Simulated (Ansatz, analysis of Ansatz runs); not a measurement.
# A hop of O in LaOF (R-3m), charge 0

Aim: the barrier of one jump in LaOF (R-3m) at charge 0: V_O hop (2.9 Å). The model is a cell of 36 host atoms with 1 O taken out; O is the atom that moves.

Calculated with Ansatz 0.2.0; plane-wave PAW DFT, PBEsol; nudged elastic band between two relaxed defect structures.

### Step 1. Set-up

The cell holds 35 atoms: 12 La, 11 O and 12 F. Its edges and angles: a = 8.026 Å, b = 12.040 Å, c = 7.079 Å, α = 73.5°, β = 73.5°, γ = 60.0°. It derives from LaOF (space group R-3m). Nearest the centre at fractional (0.500, 0.500, 0.999): O10 at 1.45 Å, La8 at 1.90 Å, La25 at 1.90 Å, O9 at 3.19 Å, O15 at 3.19 Å, O22 at 3.19 Å, O27 at 3.19 Å, F28 at 3.27 Å.

The cell's shortest repeat is 7.1 Å.

### Step 2. Relaxation of the start point, charge 0

The ends come first: from an unrelaxed start the top is counted from too high an energy, and the barrier comes out too low. Small random displacements break the symmetry of the ideal sites, so that the defect can distort if it gains by it.

q0.start/input.yaml

```yaml
crystal:
  lattice:
    - [-4.01323028, 6.95111876, 0.0]
    - [-12.03969085, 0.0, 0.0]
    - [-2.00661514, 1.15851979, 6.68937331]
  atoms:
    - { symbol: La, position: [0.12912111, 0.08608074, 0.22527337] }
    - { symbol: La, position: [0.37087889, 0.2472526, 0.77472663] }
    - { symbol: O, position: [0.1884472, 0.12563147, 0.86931681] }
    - { symbol: O, position: [0.3115528, 0.20770187, 0.13068319] }
    - { symbol: F, position: [0.06449263, 0.04299509, 0.6130442] }
    - { symbol: F, position: [0.43550737, 0.29033824, 0.3869558] }
    - { symbol: La, position: [0.12912111, 0.41941407, 0.22527337] }
    - { symbol: La, position: [0.37087889, 0.58058593, 0.77472663] }
    - { symbol: O, position: [0.1884472, 0.4589648, 0.86931681] }
    - { symbol: O, position: [0.3115528, 0.5410352, 0.13068319] }
    - { symbol: F, position: [0.06449263, 0.37632842, 0.6130442] }
    - { symbol: F, position: [0.43550737, 0.62367158, 0.3869558] }
    - { symbol: La, position: [0.12912111, 0.7527474, 0.22527337] }
    - { symbol: La, position: [0.37087889, 0.91391926, 0.77472663] }
    - { symbol: O, position: [0.1884472, 0.79229813, 0.86931681] }
    - { symbol: O, position: [0.3115528, 0.87436853, 0.13068319] }
    - { symbol: F, position: [0.06449263, 0.70966176, 0.6130442] }
    - { symbol: F, position: [0.43550737, 0.95700491, 0.3869558] }
    - { symbol: La, position: [0.62912111, 0.08608074, 0.22527337] }
    - { symbol: La, position: [0.87087889, 0.2472526, 0.77472663] }
    - { symbol: O, position: [0.6884472, 0.12563147, 0.86931681] }
    - { symbol: O, position: [0.8115528, 0.20770187, 0.13068319] }
    - { symbol: F, position: [0.56449263, 0.04299509, 0.6130442] }
    - { symbol: F, position: [0.93550737, 0.29033824, 0.3869558] }
    - { symbol: La, position: [0.62912111, 0.41941407, 0.22527337] }
    - { symbol: La, position: [0.87087889, 0.58058593, 0.77472663] }
    - { symbol: O, position: [0.8115528, 0.5410352, 0.13068319] }
    - { symbol: F, position: [0.56449263, 0.37632842, 0.6130442] }
    - { symbol: F, position: [0.93550737, 0.62367158, 0.3869558] }
    - { symbol: La, position: [0.62912111, 0.7527474, 0.22527337] }
    - { symbol: La, position: [0.87087889, 0.91391926, 0.77472663] }
    - { symbol: O, position: [0.6884472, 0.79229813, 0.86931681] }
    - { symbol: O, position: [0.8115528, 0.87436853, 0.13068319] }
    - { symbol: F, position: [0.56449263, 0.70966176, 0.6130442] }
    - { symbol: F, position: [0.93550737, 0.95700491, 0.3869558] }
basis:
  ecutwfc: 420
  xc_grid: 2
hamiltonian:
  xc: pbesol
kpoints:
  mp_grid: { grid: [1, 1, 1] }
scf:
  occupations: { method: fixed }
  max_iter: 60
output:
  forces: true
relax:
  f_tol: 0.015
  max_steps: 70
  random_displacement: { amplitude: 0.03, seed: 7080 }
```

Command:

```
ansatz run input.yaml --threads 4 --pin off --max-ram 7536MiB --backend cpu --events-out ev --progress --plain --runs-dir out
```

The program printed:

```text
The last accepted step is kept in <dir> (removed where the run ends without a failure and the disk answers)
Engine: ansatz 0.2.0, aarch64-unknown-linux-gnu
Pseudopotentials: kind: paw
Pseudopotential: La, paw, valence charge 11, recommended cutoff 420 eV (normal), La.paw.azcp
Pseudopotential: O, paw, valence charge 6, recommended cutoff 420 eV (normal), O.paw.azcp
Pseudopotential: F, paw, valence charge 7, recommended cutoff 420 eV (normal), F.paw.azcp
Functional definition: PBEsol
  exchange = pbesol_x
  correlation = pbesol_c
Crystal: 35 atoms, lattice volume = 559.829 Å³
Basis set: ecut = 420 eV, 10937 PW (Γ), exchange–correlation on 108×162×96 points (8 copies of the dense FFT grid, shifted against one another)
Bands: 176, of which v1, the nominal top of the filled ones, is band 141 counted from 1 (140 counted from 0)
Symmetry: 1 space group operations
k-points: 1
Non-local potential: La, projectors of the file, l = 0: 3, l = 1: 2, l = 2: 2, l = 3: 3
Non-local potential: O, projectors of the file, l = 0: 2, l = 1: 2, l = 2: 1
Non-local potential: F, projectors of the file, l = 0: 2, l = 1: 2, l = 2: 1
PAW form: soft (Blöchl's): semilocal exchange-correlation on the pseudo side does not see the compensation charge
PAW frozen core: La, regenerated for the run's functional, and the local potential with it (the file was generated under x = pbe(κ = 0.804, μ = 0.219515), c = pbe(β = 0.066725))
PAW frozen core: O, regenerated for the run's functional, and the local potential with it (the file was generated under x = pbe(κ = 0.804, μ = 0.219515), c = pbe(β = 0.066725))
PAW frozen core: F, regenerated for the run's functional, and the local potential with it (the file was generated under x = pbe(κ = 0.804, μ = 0.219515), c = pbe(β = 0.066725))
PAW one-centre angular grid: La, 590 points (default); XC on 64 Gauss nodes
PAW one-centre angular grid: O, 110 points (default); XC on 64 Gauss nodes
PAW one-centre angular grid: F, 110 points (default); XC on 64 Gauss nodes
Initial density: superposition of atomic densities (neutral atoms: chi_scale 0, normalization atom), corrected by the library's trained network
Initial wavefunctions: pseudopotential atomic-orbital guess
Functional: x = pbesol(κ = 0.804, μ = 0.123457), c = pbesol(β = 0.046)
SCF iter   1: F=—  HF=-89780.807849 eV  |F-HF|=—  |Δ(HF+E_count)|=         —  Δρ=1.65e-2  dr2=1.69e0  ethr=1.77e-3  ⟨swp⟩=6.0  Hψ=626  notcnv=0  defer=33
preconditioner: auto → Resta (q_TF=auto, 2.434 Å⁻¹)  ε∞=4.7  [insulator: Δε(μ)=1.253 eV  Ē_g=13.135 eV  n_scr=134 (ndim 8)  ℏωp=25.2 eV  f_vac=0.064  ε∞_Penn≈4.7]
SCF iter   2: F=—  HF=-89780.456968 eV  |F-HF|=—  |Δ(HF+E_count)|=   3.51e-1  Δρ=5.85e-3  dr2=2.32e-1  ethr=5.98e-4  ⟨swp⟩=3.0  Hψ=305  notcnv=0  defer=31
SCF iter   3: F=—  HF=-89780.413842 eV  |F-HF|=—  |Δ(HF+E_count)|=   4.31e-2  Δρ=2.23e-3  dr2=7.41e-2  ethr=8.24e-5  ⟨swp⟩=3.0  Hψ=260  notcnv=0  defer=33
SCF iter   4: F=—  HF=-89780.399158 eV  |F-HF|=—  |Δ(HF+E_count)|=   1.47e-2  Δρ=1.82e-3  dr2=1.93e-2  ethr=2.63e-5  ⟨swp⟩=4.0  Hψ=282  notcnv=0  defer=33
SCF iter   5: F=—  HF=-89780.394788 eV  |F-HF|=—  |Δ(HF+E_count)|=   4.37e-3  Δρ=3.19e-4  dr2=9.12e-4  ethr=6.83e-6  ⟨swp⟩=3.0  Hψ=263  notcnv=0  defer=33
SCF iter   6: F=—  HF=-89780.395751 eV  |F-HF|=—  |Δ(HF+E_count)|=   9.63e-4  Δρ=1.16e-4  dr2=1.18e-4  ethr=3.23e-7  ⟨swp⟩=3.0  Hψ=216  notcnv=0  defer=33
SCF iter   7: F=—  HF=-89780.395830 eV  |F-HF|=—  |Δ(HF+E_count)|=   7.84e-5  Δρ=1.22e-4  dr2=7.60e-5  ethr=4.19e-8  ⟨swp⟩=3.0  Hψ=264  notcnv=0  defer=33
SCF iter   8: F=-89780.395822 eV  HF=-89780.395821 eV  |F-HF|=1.05e-6  |Δ(HF+E_count)|=   9.19e-6  Δρ=2.31e-5  dr2=3.72e-6  ethr=1.99e-9  ⟨swp⟩=4.0  Hψ=723  notcnv=0
SCF 1 converged in 8 iterations: F = -89780.395822 eV  dr2 = 3.72e-6
  greatest PAW one-centre occupation: 0.974 electrons in one spin orbital (limit 2), on the La atom at site 24 (counted from 0), in its partial waves of l = 0
relax step   1: F+E_penalty+E_count = -89780.39582174 eV  Δ(F+E_penalty+E_count) = +0.000e0 eV  max|allowed force component| = 1.270e0 eV/Å  Δτ_max = 0.0000 Å  (8 SCF iters, dr2 threshold 5.63e-6 eV, accepted)
[... the SCF cycles and remarks between the steps are left out from here to the last step ...]
relax step   2: F+E_penalty+E_count = -89780.47674279 eV  Δ(F+E_penalty+E_count) = -8.092e-2 eV  max|allowed force component| = 1.139e0 eV/Å  Δτ_max = 0.1948 Å  (7 SCF iters, dr2 threshold 1.00e-4 eV, accepted)
relax step   3: F+E_penalty+E_count = -89780.66314588 eV  Δ(F+E_penalty+E_count) = -1.864e-1 eV  max|allowed force component| = 3.988e-1 eV/Å  Δτ_max = 0.0848 Å  (6 SCF iters, dr2 threshold 8.10e-5 eV, accepted)
relax step   4: F+E_penalty+E_count = -89780.75552619 eV  Δ(F+E_penalty+E_count) = -9.238e-2 eV  max|allowed force component| = 2.064e-1 eV/Å  Δτ_max = 0.0557 Å  (6 SCF iters, dr2 threshold 1.95e-5 eV, accepted)
relax step   5: F+E_penalty+E_count = -89780.76969856 eV  Δ(F+E_penalty+E_count) = -1.417e-2 eV  max|allowed force component| = 3.459e-2 eV/Å  Δτ_max = 0.0181 Å  (5 SCF iters, dr2 threshold 5.22e-6 eV, accepted)
relax step   6: F+E_penalty+E_count = -89780.77035848 eV  Δ(F+E_penalty+E_count) = -6.599e-4 eV  max|allowed force component| = 1.577e-2 eV/Å  Δτ_max = 0.0032 Å  (6 SCF iters, accepted)
SCF iter   1: F=—  HF=-89780.770223 eV  |F-HF|=—  |Δ(HF+E_count)|=         —  Δρ=3.74e-4  dr2=4.47e-4  ethr=1.87e-6  ⟨swp⟩=2.0  Hψ=326  notcnv=0  defer=33
SCF iter   2: F=—  HF=-89780.770074 eV  |F-HF|=—  |Δ(HF+E_count)|=   1.49e-4  Δρ=1.69e-4  dr2=8.94e-5  ethr=1.58e-7  ⟨swp⟩=2.0  Hψ=258  notcnv=0  defer=30
SCF iter   3: F=—  HF=-89780.770678 eV  |F-HF|=—  |Δ(HF+E_count)|=   6.04e-4  Δρ=4.48e-5  dr2=8.30e-6  ethr=3.17e-8  ⟨swp⟩=2.0  Hψ=275  notcnv=0  defer=30
SCF iter   4: F=—  HF=-89780.770677 eV  |F-HF|=—  |Δ(HF+E_count)|=   1.34e-6  Δρ=1.69e-5  dr2=9.67e-7  ethr=2.94e-9  ⟨swp⟩=2.0  Hψ=262  notcnv=0  defer=30
SCF iter   5: F=—  HF=-89780.770677 eV  |F-HF|=—  |Δ(HF+E_count)|=   3.28e-8  Δρ=4.19e-6  dr2=1.05e-7  ethr=3.43e-10  ⟨swp⟩=2.0  Hψ=275  notcnv=0  defer=30
SCF iter   6: F=-89780.770677 eV  HF=-89780.770677 eV  |F-HF|=6.00e-9  |Δ(HF+E_count)|=   1.50e-8  Δρ=2.27e-6  dr2=2.77e-8  ethr=3.55e-11  ⟨swp⟩=5.0  Hψ=585  notcnv=0
SCF 7 converged in 6 iterations: F = -89780.770677 eV  dr2 = 2.77e-8
relax step   7: F+E_penalty+E_count = -89780.77067684 eV  Δ(F+E_penalty+E_count) = -3.184e-4 eV  max|allowed force component| = 8.919e-3 eV/Å  Δτ_max = 0.0050 Å  (6 SCF iters, accepted)
SCF converged after 6 iterations
Free energy (F): -89780.770677 eV
Harris-Foulkes:  -89780.770677 eV  (|F-HF|=6.00e-9)
Internal energy: -89780.770677 eV  (E = F + TS)
E sigma→0 (E₀):  -89780.770677 eV
Fermi energy:    11.703929 eV
--- Per-component energies (eV) ---
  E_band       = -518.129368
  E_kinetic    = 6721.728833
  E_local      = -14495.681039  (includes V_loc(G=0)·N_el)
  E_nonlocal   = 2593.465516
  E_hartree    = 5335.235170
  E_xc         = -3421.319023
  E_vxc        = -4033.258618  (∫ρ·V_xc dr)
  E_paw        = -67953.116950  (= ΣΔE_a)
  E_vpaw       = -1974.909108  (= ΣTr[D̂ρ^β])
  E_aug_tail   = 0.050862  (compensation charges beyond the density's cutoff)
  E_ewald      = -18564.065638
  E_core_change = 2.931592  (= ΣΔE_core)
  E_smearing   = -0.000000  (= −TS)
  E_closure    = 0.000000  (closes the sum)
  Σ components = -89780.770677   (vs F -89780.770677, Δ=0.00e0)
--- Forces (eV/Å), atoms counted from 1 ---
  atom   1  La    -0.00007848    -0.00012181     0.00800712
  atom   2  La     0.00271242     0.00421351    -0.00014425
  atom   3  O     -0.00146711    -0.00138664    -0.00076042
  atom   4  O      0.00214164     0.00080240    -0.00010559
  atom   5  F      0.00431557     0.00367150    -0.00146145
  atom   6  F     -0.00280335    -0.00100097     0.00107154
  atom   7  La    -0.00509301     0.00038072    -0.00006630
  atom   8  La     0.00242123    -0.00162922    -0.00097429
  atom   9  O     -0.00328700     0.00032703    -0.00099896
  atom  10  O      0.00415074     0.00049557     0.00056031
  atom  11  F      0.00137809    -0.00336342    -0.00037601
  atom  12  F     -0.00189867    -0.00293916     0.00100152
  atom  13  La     0.00262312     0.00892004     0.00407307
  atom  14  La    -0.00447129    -0.00377727    -0.00033077
  atom  15  O     -0.00197309     0.00053770     0.00277885
  atom  16  O      0.00261888    -0.00293709    -0.00307901
  atom  17  F     -0.00208986    -0.00475756    -0.00245228
  atom  18  F     -0.00090628     0.00124453    -0.00068782
  atom  19  La     0.00455049     0.00119012     0.00362001
  atom  20  La     0.00018346    -0.00471863    -0.00197160
  atom  21  O     -0.00403896     0.00071062    -0.00041567
  atom  22  O     -0.00187218    -0.00168320    -0.00147749
  atom  23  F      0.00331833     0.00016720    -0.00076307
  atom  24  F      0.00120716     0.00155605    -0.00101860
  atom  25  La    -0.00147311    -0.00304061     0.00315971
  atom  26  La    -0.00308718     0.00049774    -0.00076377
  atom  27  O      0.00594624     0.00187885     0.00001631
  atom  28  F     -0.00223064     0.00270971    -0.00094582
  atom  29  F     -0.00116837    -0.00005899    -0.00074222
  atom  30  La     0.00219124     0.00073757     0.00112330
  atom  31  La     0.00201476     0.00141399    -0.00189610
  atom  32  O     -0.00389480    -0.00096442     0.00311006
  atom  33  O      0.00154003     0.00040995    -0.00583713
  atom  34  F      0.00112869     0.00214185    -0.00014765
  atom  35  F     -0.00259976    -0.00159600    -0.00109482
  max |Σ_I F_I| component: 3.17e-5 eV/Å
--- Relaxed structure (7 steps of the walk, 7 accepted, 0 SCFs on fresh bases) ---
  F+E_penalty+E_count = -89780.77067684 eV   max|allowed force component| = 8.919e-3 eV/Å
  atoms:
    - { symbol: La, position: [0.130019, 0.084450, 0.224143] }
    - { symbol: La, position: [0.369572, 0.248780, 0.776332] }
    - { symbol: O, position: [0.191249, 0.123113, 0.869098] }
    - { symbol: O, position: [0.309822, 0.209167, 0.129844] }
    - { symbol: F, position: [0.066579, 0.040134, 0.609016] }
    - { symbol: F, position: [0.433275, 0.290517, 0.391293] }
    - { symbol: La, position: [0.129386, 0.417466, 0.225009] }
    - { symbol: La, position: [0.360479, 0.585072, 0.776931] }
    - { symbol: O, position: [0.187669, 0.459163, 0.870162] }
    - { symbol: O, position: [0.313129, 0.541585, 0.128191] }
    - { symbol: F, position: [0.058990, 0.376923, 0.616587] }
    - { symbol: F, position: [0.433641, 0.624265, 0.389127] }
    - { symbol: La, position: [0.128690, 0.752389, 0.223672] }
    - { symbol: La, position: [0.371630, 0.914047, 0.774396] }
    - { symbol: O, position: [0.187292, 0.792477, 0.869481] }
    - { symbol: O, position: [0.310309, 0.875524, 0.130214] }
    - { symbol: F, position: [0.059212, 0.715145, 0.602576] }
    - { symbol: F, position: [0.436640, 0.956803, 0.386707] }
    - { symbol: La, position: [0.629287, 0.085228, 0.224542] }
    - { symbol: La, position: [0.875584, 0.242431, 0.774857] }
    - { symbol: O, position: [0.690230, 0.123910, 0.869299] }
    - { symbol: O, position: [0.807685, 0.213807, 0.126123] }
    - { symbol: F, position: [0.563436, 0.043323, 0.612494] }
    - { symbol: F, position: [0.937942, 0.288267, 0.389413] }
    - { symbol: La, position: [0.627316, 0.417490, 0.237467] }
    - { symbol: La, position: [0.873315, 0.584238, 0.774005] }
    - { symbol: O, position: [0.807327, 0.540046, 0.127182] }
    - { symbol: F, position: [0.566451, 0.377810, 0.619437] }
    - { symbol: F, position: [0.936415, 0.622439, 0.385133] }
    - { symbol: La, position: [0.628785, 0.750712, 0.225784] }
    - { symbol: La, position: [0.869000, 0.915382, 0.774942] }
    - { symbol: O, position: [0.689457, 0.790721, 0.870807] }
    - { symbol: O, position: [0.808394, 0.876060, 0.130603] }
    - { symbol: F, position: [0.564343, 0.707722, 0.614803] }
    - { symbol: F, position: [0.933086, 0.960306, 0.383716] }
```

Run time: 49 s. Hardware: 4 threads of Arm Neoverse V1, shared host; peak memory 0.68 GiB.

The steps of the relaxation:

```tsv
step	energy less that of the first step (eV)	largest force component (eV/Å)
1	0.0000	1.2696
2	-0.0809	1.1387
3	-0.2673	0.3988
4	-0.3597	0.2064
5	-0.3739	0.0346
6	-0.3745	0.0158
7	-0.3749	0.0089
```

The atoms that moved most (Å, from the sites as typed, ahead of the random displacement, the mean shift of all atoms taken out):

```tsv
atom	dx	dy	dz	length
F17	-0.025	-0.044	-0.071	0.087
La25	0.005	0.007	0.081	0.081
La8	-0.017	-0.065	0.014	0.068
O22	-0.050	-0.027	-0.031	0.064
F28	-0.039	0.026	0.042	0.063
La26	-0.053	0.021	-0.005	0.057
La20	0.038	0.038	0.000	0.054
O27	0.035	-0.028	-0.024	0.051
```

The relaxed structure:

```xyz
35
Lattice="-4.0132 6.9511 0.0000 -12.0397 0.0000 0.0000 -2.0066 1.1585 6.6894" Properties=species:S:1:pos:R:3 pbc="T T T"
La   -1.9883    1.1635    1.4994
La   -6.0362    3.4683    5.1932
O    -3.9937    2.3363    5.8137
O    -4.0222    2.3040    0.8686
F    -1.9725    1.1684    4.0739
F    -6.0218    3.4651    2.6175
La   -5.9969    1.1601    1.5052
La  -10.0498    3.4058    5.1972
O    -8.0274    2.3126    5.8208
O    -8.0344    2.3251    0.8575
F    -6.0120    1.1244    4.1246
F   -10.0371    3.4651    2.6030
La  -10.0238    1.1537    1.4962
La  -14.0502    3.4804    5.1802
O   -12.0375    2.3092    5.8163
O   -12.0477    2.3079    0.8711
F   -10.0569    1.1097    4.0309
F   -14.0479    3.4832    2.5868
La   -4.0022    4.6344    1.5021
La   -7.9876    6.9840    5.1833
O    -6.0062    5.8050    5.8151
O    -6.0687    5.7604    0.8437
F    -4.0118    4.6261    4.0972
F    -8.0162    6.9709    2.6049
La   -8.0205    4.6357    1.5885
La  -12.0920    6.9672    5.1776
O    -9.9972    5.7592    0.8508
F    -8.0650    4.6551    4.1436
F   -12.0248    6.9553    2.5763
La  -12.0149    4.6323    1.5104
La  -16.0634    6.9383    5.1839
O   -14.0344    5.8013    5.8252
O   -14.0538    5.7706    0.8737
F   -12.0193    4.6351    4.1127
F   -16.0765    6.9305    2.5668
```

Neighbours of O10 at the end:

```tsv
atom	distance (Å)
La8	2.351
La13	2.395
La25	2.423
La7	2.435
F29	2.888
F12	2.891
O15	2.891
O9	2.899
F6	2.907
```

Read from the output:

```
free energy                                                                                       : -89780.7707 eV
largest move from the ideal geometry of this structure, a common shift of the far atoms taken out : 0.09230 Å
```

The relaxation gained 0.375 eV and ended with a largest force component of 0.0089 eV/Å.

[end of part 1 of 4]

[Long decimals in the printed logs are rounded to 6 places.]

[Repeated set-up lines and some long k-point lines are left out of the logs, and relaxed atomic positions are cut to six decimals.]

[Logs are printed without paths, hosts, clocks, repeated set-up lines and the standing remarks that a program may print on its own settings, such as how far it seeks lower states.]

[Hosts, paths, dates, database ids (printed as entryN), source tags and the programs' standing remarks are cut or masked in the printed files.]
